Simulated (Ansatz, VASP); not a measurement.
**One calculation of KI2, two programs**

INCAR

```
PREC = Accurate
ENCUT = 520
EDIFF = 1E-6
ISMEAR = 0
SIGMA = 0.1
LREAL = F
LASPH = T
NELM = 60
ALGO = Normal
ISIF = 2
LWAVE = F
LCHARG = T
GGA = PE
LELF = T
LVHAR = T
NBANDS = 18
```

Contents of KPOINTS:

```
Automatic mesh
0
Gamma
  4 4 4
```

Contents of POSCAR:

```
KI2
1.0
    0.0000000000      4.0426488700      4.0426488700
    4.0426488700      0.0000000000      4.0426488700
    4.0426488700      4.0426488700      0.0000000000
K I
1 2
Direct
    0.0000000000      0.0000000000      0.0000000000
    0.7500000000      0.7500000000      0.7500000000
    0.2500000000      0.2500000000      0.2500000000
```

Input for Ansatz:

```yaml
crystal:
  lattice:
    - [0.0, 4.04264887, 4.04264887]
    - [4.04264887, 0.0, 4.04264887]
    - [4.04264887, 4.04264887, 0.0]
  atoms:
    - { symbol: K, position: [0.0, 0.0, 0.0] }
    - { symbol: I, position: [0.75, 0.75, 0.75] }
    - { symbol: I, position: [0.25, 0.25, 0.25] }
basis:
  ecutwfc: 420
kpoints:
  mp_grid: { grid: [4, 4, 4] }
hamiltonian:
  xc: pbe
scf:
  occupations: { method: gaussian, width: 0.1 }
  lower_state_search: "off"
output:
  forces: true
  stress: true
  eigenvalues: true
```

Change from the starting cell: species swapped into the Li2Se type (Fm-3m, No. 225).

Alike in both runs: task single point; functional PBE; k mesh 4 × 4 × 4; occupations gaussian, width 0.1 eV; no spin polarisation.

|  | VASP | Ansatz |
| --- | --- | --- |
| version | VASP 6.6.1 | Ansatz 0.2.0 |
| potentials or method | VASP PAW PBE potentials, release 64 (K_sv, I) | scalar-relativistic, plane waves, PAW |
| plane-wave cutoff (eV) | 520 | 420 |
| valence electrons in the cell | 23 | 43 |

|  | VASP | Ansatz | Ansatz less VASP |
| --- | --- | --- | --- |
| gap on the k mesh at the Fermi level (eV) | none | none | - |
| pressure (GPa) | 0.9 | 0.9 | -0.02 |

A gap of «none» marks a metal or a gap that the smearing closes. With one functional, cell and mesh, what is left measures potentials, basis and numerics. The two sets of potentials don't hold the same shells in valence.

Caveats: an odd number of electrons without spin polarisation forces a metal; a magnetic or distorted state may lie lower. The runs have no spin-orbit coupling, so splittings on I are missing.
